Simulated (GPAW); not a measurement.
# Al3Cu2 (P-3m1) in GPAW: band structure with PBEsol

Aim: the band structure of Al3Cu2 with PBEsol.

Program: GPAW 26.7.0. These are calculated values, not measurements. Logs are shortened: lines on timing, memory, paths and dates and some standing lists are left out, and cuts for length are marked. The log counts tension as positive stress, the text compression.

### Step 1. The crystal as given

The structure is trigonal, space group P-3m1 (No. 164). Conventional cell: a = 4.092 Å, b = 4.092 Å, c = 4.993 Å, α = 90.00°, β = 90.00°, γ = 120.00°. Around Cu (site symmetry 3m) lie 8 Al at 2.44 to 2.55 Å. Al (site symmetry 3m) has 5 Cu at 2.44 to 2.55 Å and 3 Al at 2.80 Å as nearest neighbours. Al (site symmetry -3m) has 6 Cu at 2.49 Å as nearest neighbours.

The cell comes from a database or a generator and needn't be the stable form of this composition.

### Step 2. Band structure, PBEsol

Input file run.py:

```python
from ase import Atoms
from ase.dft.bandgap import bandgap
from ase.io import write
from ase.units import GPa
from gpaw import GPAW, PW, setup_paths

setup_paths.insert(0, '.')

atoms = Atoms(['Cu', 'Cu', 'Al', 'Al', 'Al'],
              cell=[[4.0919516368, 0.0, 0.0],
                    [-2.0459758184, 3.5437340685, 0.0],
                    [0.0, 0.0, 4.9927787]],
              scaled_positions=[[0.6666666667, 0.3333333333, 0.16048787],
                                [0.3333333333, 0.6666666667, 0.83951213],
                                [0.6666666667, 0.3333333333, 0.65007465],
                                [0.3333333333, 0.6666666667, 0.34992535],
                                [0.0, 0.0, 0.0]],
              pbc=True)

calc = GPAW(mode=PW(600),
            xc='PBEsol',
            kpts={'size': (6, 6, 5), 'gamma': True},
            occupations={'name': 'fermi-dirac', 'width': 0.05},
            nbands=32,
            convergence={'density': 1e-05, 'energy': 1e-05},
            maxiter=150,
            txt='gpaw.txt')
atoms.calc = calc
energy = atoms.get_potential_energy()
forces = atoms.get_forces()
stress = atoms.get_stress()
calc.write('gs.gpw')
write('result.traj', atoms)
print(f'Energy: {energy:.6f} eV')
print('Forces (eV/A):')
print(forces.round(4))
print('Stress (GPa):', (stress / GPa).round(3))
print('Fermi level:', round(calc.get_fermi_level(), 4), 'eV')
print(f'Gap: {bandgap(calc)[0]:.4f} eV, direct: {bandgap(calc, direct=True)[0]:.4f} eV')

path = atoms.cell.bandpath('GMKGALHA,LM,KH', npoints=60, eps=1e-4)
bs_calc = calc.fixed_density(kpts=path, symmetry='off', nbands=49,
                             convergence={'bands': 'CBM+6.0', 'eigenstates': 1e-6}, txt='bands.txt')
bs = bs_calc.band_structure()
bs.write('bs.json')
print(f'Gap on the path: {bandgap(bs_calc)[0]:.4f} eV')
```

Potentials or basis: PAW data sets generated in the run's folder for this functional, pw.

The run is started by

```sh
gpaw-setup -f PBEsol Al Cu
OMP_NUM_THREADS=1 python run.py
```

gpaw.txt:

```text
__  _  _
 | _ |_)|_||  |
 |__||  | ||/\| - 26.7.0

Input parameters:
  mode=PW(ecut=600.0),
  convergence={'density': 1e-05, 'energy': 1e-05},
  kpts=MonkhorstPack(size=(6, 6, 5), gamma=True),
  maxiter=150,
  nbands=32,
  occupations=Occupations(name='fermi-dirac', width=0.05),
  xc=XC(name='PBEsol')

Diagonalizing LCAO Hamiltonian
Converting LCAO to pw mode

         Cu

             Al
         Al

             Cu
       Al

Atoms  # Å, Bohr magnetons
|   | symbol |         x |        y |        z |    initial magnetic moments |
|---|--------|-----------|----------|----------|-----------------------------|
| 0 |     Cu |  2.045976 | 1.181245 | 0.801280 | ( 0.0000,  0.0000,  0.0000) |
| 1 |     Cu | -0.000000 | 2.362489 | 4.191498 | ( 0.0000,  0.0000,  0.0000) |
| 2 |     Al |  2.045976 | 1.181245 | 3.245679 | ( 0.0000,  0.0000,  0.0000) |
| 3 |     Al | -0.000000 | 2.362489 | 1.747100 | ( 0.0000,  0.0000,  0.0000) |
| 4 |     Al |  0.000000 | 0.000000 | 0.000000 | ( 0.0000,  0.0000,  0.0000) |

Unit cell  # Å
| periodic |         x |        y |        z |  lengths |     angles |
|----------|-----------|----------|----------|----------|------------|
|      yes |  4.091952 | 0.000000 | 0.000000 | 4.091952 |  90.000000 |
|      yes | -2.045976 | 3.543734 | 0.000000 | 4.091952 |  90.000000 |
|      yes |  0.000000 | 0.000000 | 4.992779 | 4.992779 | 120.000000 |

Number of symmetries: 12
Symmetry operations  # r_c * U_cc + t_c -> r_c
|    | kind |            matrix            |
|----|------|------------------------------|
|  0 |  σ   |  1, 1, 0,  0,-1, 0,  0, 0, 1 |
|  1 |  S6  |  1, 1, 0, -1, 0, 0,  0, 0,-1 |
|  2 |  E   |  1, 0, 0,  0, 1, 0,  0, 0, 1 |
|  3 |  C2  |  1, 0, 0, -1,-1, 0,  0, 0,-1 |
|  4 |  C2  |  0, 1, 0,  1, 0, 0,  0, 0,-1 |
|  5 |  C3  |  0, 1, 0, -1,-1, 0,  0, 0, 1 |
|  6 |  S6  |  0,-1, 0,  1, 1, 0,  0, 0,-1 |
|  7 |  σ   |  0,-1, 0, -1, 0, 0,  0, 0, 1 |
|  8 |  σ   | -1, 0, 0,  1, 1, 0,  0, 0, 1 |
|  9 |  i   | -1, 0, 0,  0,-1, 0,  0, 0,-1 |
| 10 |  C3  | -1,-1, 0,  1, 0, 0,  0, 0, 1 |
| 11 |  C2  | -1,-1, 0,  0, 1, 0,  0, 0,-1 |

BZ-sampling:
  Number of BZ points: 180
  Number of IBZ points: 27

  Monkhorst-Pack size: [6, 6, 5]
  Monkhorst-Pack shift: [0.08333333333333333, 0.08333333333333333, 0.0]

K-points  # in reciprocal-cell coordinates
|     |                                coordinates |     weight |
|-----|--------------------------------------------|------------|
|   0 | (  0.00000000,   0.00000000,   0.00000000) | 0.00555556 |
|   1 | (  0.00000000,   0.00000000,   0.20000000) | 0.01111111 |
|   2 | (  0.00000000,   0.00000000,   0.40000000) | 0.01111111 |
|   3 | (  0.16666667,   0.00000000,  -0.40000000) | 0.03333333 |
|   4 | (  0.16666667,   0.00000000,  -0.20000000) | 0.03333333 |
|   5 | (  0.16666667,   0.00000000,   0.00000000) | 0.03333333 |
|   6 | (  0.16666667,   0.00000000,   0.20000000) | 0.03333333 |
|   7 | (  0.16666667,   0.00000000,   0.40000000) | 0.03333333 |
|   8 | (  0.33333333,  -0.16666667,   0.00000000) | 0.03333333 |
|   9 | (  0.33333333,  -0.16666667,   0.20000000) | 0.06666667 |
| ... |                                            |            |
|  26 | (  0.50000000,   0.50000000,   0.40000000) | 0.03333333 |

Plane wave coefficients: 2432
Cutoff: 600.0 eV

Spin-components: 1 (collinear spins)
Bands:           32
Projectors:      27
Spin-degeneracy: 2
Datatype:        complex128

Parallelization:
  kpt:    1
  domain: 1
  band:   1

Density:
  Valence electrons: 31.0
  Components: 1
  Grid points: [24 24 30]
  Charge: 0.0  # |e|

Potential:
  Grid points: [24 24 30]

species:
  Cu:
    name:    Copper
    Z:       29.0
    valence: 11
    core:    18
    charge:  0.0  # [|e|]
    compensation charges:
      type: gauss
      rc: 0.33  # [Å]
      lmax: 2
    cutoffs:
      filter: 2.06  # [Å]
      core: 2.43  # [Å]
    projectors
    | kind |    occ | energy [eV] | rcut [Å] |
    |------|--------|-------------|----------|
    |   4s |  1.000 |      -4.607 |    1.164 |
    |   4p |  0.000 |      -0.637 |    1.164 |
    |   3d | 10.000 |      -5.060 |    1.058 |
    |    s |        |      22.604 |    1.164 |
    |    p |        |      26.574 |    1.164 |
    |    d |        |      22.151 |    1.058 |

    Using partial waves for Cu as LCAO basis

  Al:
    name:    Aluminium
    Z:       13.0
    valence: 3
    core:    10
    charge:  0.0  # [|e|]
    compensation charges:
      type: gauss
      rc: 0.34  # [Å]
      lmax: 2
    cutoffs:
      filter: 1.91  # [Å]
      core: 2.36  # [Å]
    projectors
    | kind |    occ | energy [eV] | rcut [Å] |
    |------|--------|-------------|----------|
    |   3s |  2.000 |      -7.715 |    1.085 |
    |   3p |  1.000 |      -2.689 |    1.085 |
    |    s |        |      19.497 |    1.085 |
    |    p |        |      24.522 |    1.085 |
    |    d |        |       0.000 |    1.085 |

    Using partial waves for Al as LCAO basis

Reference energy: -109739.344161  # eV

eigensolver:
  PPCG
  Converge bands: occupied
  niter=2

density mixing:
  MSR1-Mixer
  Pratt-step length: 0.05
  Maximum mixing coefficient: 0.75
  Old densities: 10
  SVD Regularization: 0.005
  Good broyden scale: 1.0
  Trust region scale: 1.0
  Backstep threshold: 4.0
  History deletion threshold: 6.0
  Fourier metric: weight=20.0, sigma=0.015

occupation numbers:
  Fermi-Dirac:
    width: 0.0500  # eV

poisson solver:
  ecut: 4800.0  # eV

xc functional:
  name: PBEsol with 2 nearest neighbor stencil

convergence criteria:
- Maximum integral of absolute [dens]ity change: 1e-05 electrons / valence electron
- Maximum [total energy] change in last 3 cyles: 1e-05 eV / valence electron
- Maximum integral of absolute [eigenst]ate change: 4e-08 eV^2 / valence electron
maximum number of iterations: 150

SCF iterations
|iter     | |      energy | eigst |  dens |
|---------|-|-------------|-------|-------|
|iter:   1| |  -26.978078 | +0.53 |       |
|iter:   2| |  -23.636760 | -1.44 | -0.69 |
|iter:   3| |  -21.762372 | -1.29 | -0.87 |
|iter:   4| |  -21.609282 | -2.61 | -1.20 |
|iter:   5| |  -21.544239 | -2.75 | -1.42 |
|iter:   6| |  -21.539066 | -3.83 | -2.10 |
|iter:   7| |  -21.538709 | -4.52 | -2.51 |
|iter:   8| |  -21.538731 | -5.55 | -3.13 |
|iter:   9| |  -21.538740c| -6.50 | -3.86 |
|iter:  10| |  -21.538738c| -7.52c| -4.20 |
|iter:  11| |  -21.538737c| -8.66c| -4.65 |
|iter:  12| |  -21.538737c| -7.98c| -5.10c|

Converged in 12 steps
Energy contributions relative to reference atoms: (reference = -109739.344161)

Energy contributions:
  Kinetic:         -20.316862
  Coulomb:          20.199163
  Zero:              0.144072
  External:          0.000000
  Xc:              -21.560438
  Entropy:          -0.009343
  Spinorbit:         0.000000
  ----------------------------
  Free energy:     -21.543409
  Extrapolated:    -21.538737

dipole moment: (-3.505430, -6.071583, -8.554273)  # |e|*Ang

Fermi level: 7.911
Eigenvalues  # (at kpt = [0.000, 0.000, 0.000])
| band index |      eig [eV] | occ [0-2] |
|------------|---------------|-----------|
|          0 |        -3.395 |     2.000 |
|        ... |               |           |
|          7 |         3.370 |     2.000 |
|          8 |         3.370 |     2.000 |
|          9 |         3.754 |     2.000 |
|         10 |         3.754 |     2.000 |
|         11 |         4.198 |     2.000 |
|         12 |         4.262 |     2.000 |
[... 8 lines left out ...]
|         21 |        13.247 |     0.000 |
|         22 |        13.740 |     0.000 |
|        ... |               |           |
|         31 |        20.570 |     0.000 |

No gap
No difference between direct/indirect transitions

Forces  # eV/Ang
|        x |        y |        z |
|----------|----------|----------|
|  0.00000 |  0.00000 | -0.06915 |  # Cu   0
|  0.00000 |  0.00000 |  0.06915 |  # Cu   1
| -0.00000 |  0.00000 |  0.00985 |  # Al   2
| -0.00000 | -0.00000 | -0.00985 |  # Al   3
|  0.00000 |  0.00000 |  0.00000 |  # Al   4

Stress tensor  # eV/Ang^3
|         x |         y |         z |
|-----------|-----------|-----------|
| -0.006503 |  0.000000 |  0.000000 |
|  0.000000 | -0.006503 |  0.000000 |
|  0.000000 |  0.000000 | -0.005100 |

# Writing to gs.gpw (mode='')
```

stdout:

```text
Energy: -21.538737 eV
Forces (eV/A):
[[ 0.      0.     -0.0692]
 [ 0.      0.      0.0692]
 [-0.      0.      0.0098]
 [-0.     -0.     -0.0098]
 [ 0.      0.      0.    ]]
Stress (GPa): [-1.042 -1.042 -0.817  0.     0.     0.   ]
Fermi level: 7.9107 eV
Gap: 0.0000 eV, direct: 0.0000 eV
Gap on the path: 0.0000 eV
```

Run time: 2.1 min. Hardware: 1 thread of Arm Neoverse V1, shared host; peak memory 0.38 GiB.

What came out:

```yaml
Free_energy: -21.5434 eV
Pressure: 1.0 GPa
Largest_force: 0.069 eV/Å
Band_gap_along_the_path: none (metal or under the smearing width)
```

Forces in eV/Å, atoms in the order of the input:
```
Cu   0.000  0.000 -0.069
Cu   0.000  0.000  0.069
Al   0.000  0.000  0.010
Al   0.000  0.000 -0.010
Al   0.000  0.000  0.000
```

Stress tensor (GPa, compression positive):
```
1.04 0.00 0.00
0.00 1.04 0.00
0.00 0.00 0.82
```

Levels at the corners of the path, in eV from the Fermi level:
```csv
point,band 12,band 13,band 14,band 15,band 16,band 17,band 18,band 19,band 20,band 21
Γ,-3.71,-3.65,-0.19,-0.19,1.34,1.34,2.53,2.89,5.32,5.32
M,-4.11,-3.07,-3.03,-2.60,-0.81,-0.09,0.36,2.98,3.80,4.73
K,-4.40,-4.39,-2.19,-2.19,-0.63,0.30,0.30,1.15,4.95,4.95
Γ,-3.71,-3.65,-0.19,-0.19,1.34,1.34,2.53,2.89,5.32,5.32
A,-4.19,1.18,1.18,1.32,1.32,1.76,2.43,2.43,2.45,3.21
L,-4.22,-4.15,-3.55,-1.77,-0.20,0.74,0.95,5.11,5.27,5.45
H,-4.17,-3.87,-3.83,-3.83,-2.48,4.73,5.12,5.12,6.00,6.00
A,-4.19,1.18,1.18,1.32,1.32,1.76,2.43,2.43,2.45,3.21
L,-4.22,-4.15,-3.55,-1.77,-0.20,0.74,0.95,5.11,5.27,5.45
M,-4.11,-3.07,-3.03,-2.60,-0.81,-0.09,0.36,2.98,3.80,4.73
K,-4.40,-4.39,-2.19,-2.19,-0.63,0.30,0.30,1.15,4.95,4.95
H,-4.17,-3.87,-3.83,-3.83,-2.48,4.73,5.12,5.12,6.00,6.00
```

Caveat: with this Cu data set, volumes or pressures lay over 1.5 % or 2 GPa off other programs in two to four cells of ten.
